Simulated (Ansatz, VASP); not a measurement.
Na: VASP beside Ansatz

INCAR

```
SYSTEM = Na
ALGO = Normal ; EDIFF = 1E-6
ENCUT = 520 ; GGA = PE
ISIF = 2 ; ISMEAR = -1
LASPH = .True. ; LCHARG = .False.
LREAL = .False. ; LWAVE = .False.
NBANDS = 10 ; NELM = 100
PREC = Accurate ; SIGMA = 0.05
```

File KPOINTS:

```
k-points
0
Gamma
  12 12 12
  0 0 0
```

POSCAR

```
Na
1.0
    3.4178256416      0.0000000000      0.0000000000
    0.0000000000      3.4178256416      0.0000000000
    0.0000000000      0.0000000000      3.4178256416
Na
1
Direct
    0.0000000000      0.0000000000      0.0000000000
```

Input for Ansatz:

```yaml
crystal:
  lattice:
    - [3.4178256416, 0.0, 0.0]
    - [0.0, 3.4178256416, 0.0]
    - [0.0, 0.0, 3.4178256416]
  atoms:
    - { symbol: Na, position: [0.0, 0.0, 0.0] }
kpoints:
  mp_grid: { grid: [12, 12, 12] }
  band_path:
    path:
      - [0.0, 0.0, 0.0]
      - [0.0, 0.5, 0.0]
      - [0.5, 0.5, 0.0]
      - [0.0, 0.0, 0.0]
      - [0.5, 0.5, 0.5]
      - [0.0, 0.5, 0.0]
      - [0.5, 0.5, 0.5]
      - [0.5, 0.5, 0.0]
    npoints: 8
scf:
  occupations: { method: fermi_dirac, width: 0.05 }
hamiltonian:
  xc: pbe
  pseudopotentials: { kind: paw }
output:
  forces: true
  stress: true
  eigenvalues: true
  populations: true
  dos: { projected: true, de: 0.2, e_range: [-14, 8] }
```

Change from the starting cell: volume scaled by 1, PAW files.

Alike in both runs: task single point; functional PBE; k mesh 12 × 12 × 12; occupations fermi-dirac, width 0.05 eV; no spin polarisation.

```csv
,VASP,Ansatz
version,VASP 6.6.1,Ansatz 0.2.0
potentials or method,"VASP PAW PBE potentials, release 64 (Na_pv)","PAW with Ansatz's default frozen-core files, scalar-relativistic"
plane-wave cutoff (eV),520,420
valence electrons in the cell,7,9
```

|  | VASP | Ansatz | Ansatz less VASP |
| --- | --- | --- | --- |
| pressure (GPa) | 0.0 | 0.0 | 0.00 |

The functional is the same, so the differences come from potentials, cutoffs and numerics. The two sets of potentials don't hold the same shells in valence.
